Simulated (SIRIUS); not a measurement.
Set up this calculation in SIRIUS 7.10.0, as the native input.

| Quantity | Value |
| --- | --- |
| Task | single point |
| Functional | PBEsol |
| Potentials or basis | PseudoDojo 0.4.1 PBEsol standard (scalar relativistic) |
| Cutoff | 1030 eV |
| Density cutoff | 4119 eV |
| k mesh | 12 × 12 × 12 |
| Occupations | fermi-dirac, width 0.05 eV |
| Spin | no spin polarisation |
| Libxc names | ["XC_GGA_X_PBE_SOL", "XC_GGA_C_PBE_SOL"] |
| Energy tol | 1e-08 Ha |
| Density tol | 1e-06 |
| Mixer | anderson |
| Mixing beta | 0.7 |
| Max scf | 100 |
| Radial cutoff for the potentials' integrals | 6.5 bohr |

Crystal: W.

```
CELL_PARAMETERS angstrom
-1.54480 1.61508 1.63102
1.57115 -1.54525 1.58754
1.54570 1.54614 -1.56120
ATOMIC_POSITIONS crystal
W 0.01093 0.00770 0.02297
```

The cell isn't the ideal one: cell strained at random at fixed volume.

One way to write it, as run:

sirius.json

```json
{
  "control": {
    "processing_unit": "cpu",
    "verbosity": 2,
    "num_bands_to_print": 14,
    "print_forces": true,
    "print_stress": true
  },
  "parameters": {
    "electronic_structure_method": "pseudopotential",
    "xc_functionals": ["XC_GGA_X_PBE_SOL", "XC_GGA_C_PBE_SOL"],
    "gk_cutoff": 8.7,
    "pw_cutoff": 17.4,
    "ngridk": [12, 12, 12],
    "shiftk": [0, 0, 0],
    "smearing": "fermi_dirac",
    "smearing_width": 0.0018374661,
    "num_bands": 14,
    "num_mag_dims": 0,
    "num_dft_iter": 100,
    "energy_tol": 1e-08,
    "density_tol": 1e-06
  },
  "iterative_solver": {
    "type": "davidson",
    "min_tolerance": 1e-09,
    "tolerance_scale": [0.1, 0.25]
  },
  "mixer": {
    "type": "anderson",
    "beta": 0.7,
    "max_history": 8
  },
  "settings": {
    "tol_ne": 1e-10,
    "pseudo_grid_cutoff": 6.5
  },
  "unit_cell": {
    "lattice_vectors": [
      [-0.558337053833, 0.583736530178, 0.589500973412],
      [0.567858920845, -0.558498251505, 0.573784561752],
      [0.558660533467, 0.55882209257, -0.564262694739]
    ],
    "lattice_vectors_scale": 5.2284740678,
    "atom_coordinate_units": "lattice",
    "atom_types": ["W"],
    "atom_files": {
      "W": "W.json"
    },
    "atoms": {
      "W": [
        [0.010931, 0.007703, 0.022973]
      ]
    }
  }
}
```

Potentials or basis: PseudoDojo 0.4.1 PBEsol standard (scalar relativistic).

Launch:

```console
$ upf_to_json W.upf
$ OMP_NUM_THREADS=1 sirius.scf --input=sirius.json --output=out.json --task=0
```

It gave:

The pressure is -2.6 GPa. The band gap on the k mesh is none (metal or under the smearing width).

Run time: 5.9 min on 1 thread of Arm Neoverse N1, on a shared host, peak memory 1.8 GiB.
